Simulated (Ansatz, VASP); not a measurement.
## Ti: VASP beside Ansatz

File INCAR:

```
SYSTEM = Ti
  PREC = Accurate
  ENCUT = 520
  EDIFF = 1E-8
  ISMEAR = -1
  SIGMA = 0.08
  LREAL = .FALSE.
  LASPH = .TRUE.
  NELM = 60
  ALGO = Normal
  ISIF = 2
  LWAVE = .FALSE.
  LCHARG = .FALSE.
  GGA = PE
  LEFG = .TRUE.
  NBANDS = 19
```

File KPOINTS:

```
regular mesh
0
G
  13 13 7
  0 0 0
```

POSCAR

```
Ti
1.0
    3.0078556446      0.0000000000      0.0000000000
   -1.5039278223      2.6048793991      0.0000000000
    0.0000000000      0.0000000000      4.7779056859
Ti
2
Direct
    0.3333333333      0.6666666667      0.2500000000
    0.6666666667      0.3333333333      0.7500000000
```

Input for Ansatz:

```yaml
crystal:
  lattice:
    - [3.0078556446, 0.0, 0.0]
    - [-1.5039278223, 2.6048793991, 0.0]
    - [0.0, 0.0, 4.7779056859]
  atoms:
    - { symbol: Ti, position: [0.3333333333, 0.6666666667, 0.25] }
    - { symbol: Ti, position: [0.6666666667, 0.3333333333, 0.75] }
kpoints:
  mp_grid: { grid: [13, 13, 7] }
scf:
  occupations: { method: fermi_dirac, width: 0.08 }
hamiltonian:
  xc: pbe
  pseudopotentials: { kind: paw }
output:
  forces: true
  stress: true
  eigenvalues: true
  efg: { contact_densities: true }
```

Change from the starting cell: volume scaled by 1.06, PAW files.

Alike in both runs: task electric field gradients; functional PBE; k mesh 13 × 13 × 7; occupations fermi-dirac, width 0.08 eV; no spin polarisation.

```csv
,VASP,Ansatz
version,VASP 6.6.1,Ansatz 0.2.0
potentials or method,"VASP PAW PBE potentials, release 64 (Ti_sv)","PAW with Ansatz's default frozen-core files, scalar-relativistic"
plane-wave cutoff (eV),520,420
valence electrons in the cell,24,24
```

```csv
,VASP,Ansatz,Ansatz less VASP
pressure (GPa),-7.3,-7.1,+0.17
largest component of the traceless stress (GPa),0.30,0.31,+0.001
Vzz of the field gradient on the site that differs most (V/Å²),14.2,15.8,+1.62
```
